## Question

For each 3s or 3p electron per titanium atom that is set free from the frozen core, the PBE gap of rutile grows on average by about two hundredths of an electronvolt. A calculation with pseudised atoms treats only some electrons explicitly and keeps the rest as they were in a reference atom. For titanium the four outer electrons, 3d and 4s, are always explicit. The six 3p and two 3s electrons just beneath them, called semicore electrons, may be frozen or free.

Let n be the number of free semicore electrons per titanium atom. Use the rule

gap ≈ 1.66 eV + 0.022 eV × n

(a) Explain why the gap should grow with n.

(b) Estimate the gap for the set "materialsproject", which frees 3p only, and for the set "soft", which frees both 3p and 3s.

(c) State how accurate the rule is and where it stops being useful.

## Model answer

**(a)** Begin with two limits. If titanium in the crystal were identical to the reference atom, freezing its core would change nothing, and n would not matter. If titanium were a bare Ti⁴⁺ ion, its outer electrons would be gone, and the shells beneath would feel the loss strongly. Rutile lies between these limits, so freezing the semicore causes an error of moderate size.

Screening offers a likely reason for the direction of the error. The 3s and 3p shells share much of their space with 3d, so part of the 3d charge lies inside them and pushes them outwards. When oxygen draws part of that charge away, a free semicore shell contracts. It then shields the nucleus more completely from an electron in 3d, and the 3d levels rise. A frozen shell stays too wide and leaves them too low.

In rutile the empty levels just above the gap are mainly titanium 3d, and the filled levels just below it are mainly oxygen 2p. Raising 3d against 2p widens the gap. As long as the effects are small, the contributions of the two shells add. To give every electron the same share is a further simplification, made so that the sum can be done in the head.

**(b)** For "materialsproject" the six 3p electrons are free, so n = 6:

gap ≈ 1.66 + 0.022 × 6 = 1.66 + 0.13 = 1.79 eV

For "soft" the two 3s electrons are free as well, so n = 8:

gap ≈ 1.66 + 0.022 × 8 = 1.66 + 0.18 = 1.84 eV

The computed values stand in the column "gap" of the table. In the set "minimal" both shells are frozen, so n = 0. The five sets other than "minimal" and "materialsproject" have n = 8.

VASP calculations of rutile TiO2 (6-atom cell) with the PBE functional and PAW potentials, without spin polarisation, spin-orbit coupling or dispersion correction; cell and atoms were relaxed separately for each set of potentials. Gaps are taken on the 6×6×9 k mesh, with Fermi-Dirac smearing of 0.05 eV, and "basis" gives the plane-wave cutoff.

```tsv
potentials	basis	gap (eV)	direct gap (eV)	gap less the median of the rows (eV)
VASP PAW PBE potentials, minimal	580 eV	1.655	1.655	-0.171
VASP PAW PBE potentials, materialsproject	600 eV	1.790	1.790	-0.036
VASP PAW PBE potentials, soft	480 eV	1.812	1.812	-0.014
VASP PAW PBE potentials, recommended, release 54	600 eV	1.826	1.826	0.000
VASP PAW PBE potentials, hard	980 eV	1.832	1.832	0.006
VASP PAW PBE potentials, gw, light	630 eV	1.853	1.853	0.027
VASP PAW PBE potentials, gw	680 eV	1.853	1.853	0.027
```

The first estimate agrees with the table to the hundredth of an electronvolt. The second, before rounding, is too high by 0.024 eV, or about 1 % of the computed gap, and is the worst case of the seven. Both rows helped to set the constants, so their agreement shows how well the rule summarises the table, not how well it predicts a new set.

**(c)** Over all rows the typical error (root mean square) is 0.014 eV, while the gaps themselves span 0.2 eV. The rule therefore captures the large difference between potentials, the one between a frozen and a free semicore. It gives a single number for all sets with n = 8, although their gaps differ among themselves by up to 0.04 eV. The differences among these sets need another explanation than the electron count.

The rule must not be continued to deeper shells. Freeing the six 2p electrons would add another 0.13 eV by the formula. Yet 2p is bound by roughly 450 eV, against roughly 35 eV for 3p, and sits close to the nucleus, where the rearrangement of the outer charge shifts its energy but hardly changes its shape. In the limit of a very deep shell the effect of freezing goes to zero, so the straight line has to flatten.

The two constants belong to rutile with this functional. The argument in (a) needs empty d levels at the upper edge of the gap and a shallow filled shell on the same atom. Where either condition fails, there is no reason to carry the slope over.

## Remarks on the reasoning

**What the comparison of potentials shows.** The cleanest comparison uses "minimal", "materialsproject" and "recommended", which use an oxygen potential of the same name and have similar cutoffs. Freeing 3p raises the gap by 0.135 eV, and freeing 3s as well adds 0.036 eV. Most of the effect thus comes with the shallower and more populous shell, as the screening argument leads one to think. Per electron the two steps are similar, about 0.02 eV, which is why one slope serves for both. The 3s step is, however, no larger than the scatter among the sets with n = 8, so its size is uncertain.

**How far the mechanism is supported.** The numbers tie the gap to the choice of titanium potential; that screening is the reason is an argument from theory. These potentials also differ in how their inner region is constructed, and the runs do not separate that from the freezing. The levels at the zone centre do not settle the matter. From "minimal" to "recommended" the spacing of the two lowest empty levels changes by only 0.004 eV, which fits 3d levels that rise together but would fit equally well if the filled levels sank. The spacing of the two highest filled levels grows by 0.07 eV, so the oxygen side responds too, and a picture of 3d levels moving above a rigid valence band is too simple.

**A tempting wrong answer.** Each set relaxes the crystal to its own volume, and the set with the largest volume has the smallest gap. A candidate might conclude that the volume controls the gap. But from "soft" to "hard" the volume and the gap both increase, so volume alone cannot set the gap. A straight line in volume also has more than twice the typical error of the line in n. Relaxation may still contribute to the differences, since the cell was free to change in every run.

**How strong the test is.** The rule is a rounded form of a straight line fitted to all seven rows, and the output printed below compares it with the line in volume. Seven rows sound like ample evidence for two constants, but n takes only three values. The two "gw" rows, moreover, use the same potentials at two cutoffs. A sterner test is to draw the line through "materialsproject" and "recommended" alone and extend it to n = 0. It gives 1.68 eV, about 0.03 eV above the computed gap of "minimal".

That success should be read with care. The line is drawn through points two electrons apart and extended by six, so any shift of the upper point is tripled at the far end. The scatter of 0.04 eV among the sets with n = 8 would become 0.12 eV in the extrapolated gap. The slope is therefore a convenient average over two shells, and not a measured property of one electron.

**What a better gap would mean.** It is easy to read the rise from 1.66 to 1.85 eV as progress towards experiment. The measured gap of rutile is roughly 3 eV, so even with a free semicore PBE falls short by more than 1 eV. This shortfall is a well-known fault of the functional, and no choice of potential in the table removes much of it. The "gw" sets are no exception: their name refers to the purpose for which the potentials were made, and the gaps listed are ordinary PBE gaps.

**Use in practice.** When two PBE gaps of rutile from otherwise similar runs disagree by a tenth of an electronvolt or more, compare the number of explicit titanium electrons first. In this table every difference of that size involves the set "minimal", in which both semicore shells are frozen. When the disagreement is a few hundredths and both sets free 3s and 3p, the count is of no help. The oxygen potential, the construction of the titanium potential, the cutoff and the relaxed cell then all come into question.

Output of the analysis:

```
Hand rule against the table:
                                               row  semicore electrons per Ti  volume in A^3  rule in eV  rule less gap in eV
                  VASP PAW PBE potentials, minimal                          0          64.51        1.66                0.005
         VASP PAW PBE potentials, materialsproject                          6          64.18       1.792                0.002
                     VASP PAW PBE potentials, soft                          8             64       1.836                0.024
  VASP PAW PBE potentials, recommended, release 54                          8          64.01       1.836                 0.01
                     VASP PAW PBE potentials, hard                          8          64.09       1.836                0.004
                VASP PAW PBE potentials, gw, light                          8          63.63       1.836               -0.017
                       VASP PAW PBE potentials, gw                          8          63.66       1.836               -0.017
Largest miss of the hand rule, eV: 0.024
Rms miss of the hand rule, eV: 0.01362
fit of result_gap on 7 rows: constant 1.655 +/- 0.015, coefficient of semi 0.02253 +/- 0.0022; rms 0.0135, worst VASP PAW PBE potentials, soft 0.0232, leave-one-out rms 0.0164
fit of result_gap on 7 rows: constant 1.805 +/- 0.014, coefficient of dv -0.2003 +/- 0.049; rms 0.0305, worst VASP PAW PBE potentials, minimal 0.0486, leave-one-out rms 0.0553
Gap step when 3p is set free (minimal to materialsproject), eV: 0.135
The same step per electron, eV: 0.0225
Gap step when 3s is set free too (materialsproject to recommended), eV: 0.036
The same step per electron, eV: 0.018
Minimal gap extrapolated from materialsproject and recommended, eV: 1.682
Spread of the gaps among the rows with 8 semicore electrons, eV: 0.041
Spread of all gaps, eV: 0.198
Gap change from gw light to gw that the volume line asks for, eV: -0.006887
Gap change from gw light to gw in the table, eV: 0
Change of the spacing of the two empty levels, minimal to recommended, eV: 0.004
Change of the spacing of the two highest occupied levels, minimal to recommended, eV: 0.068
Shortfall of the recommended row against a rough recalled 3.0 eV, eV: 1.174
```
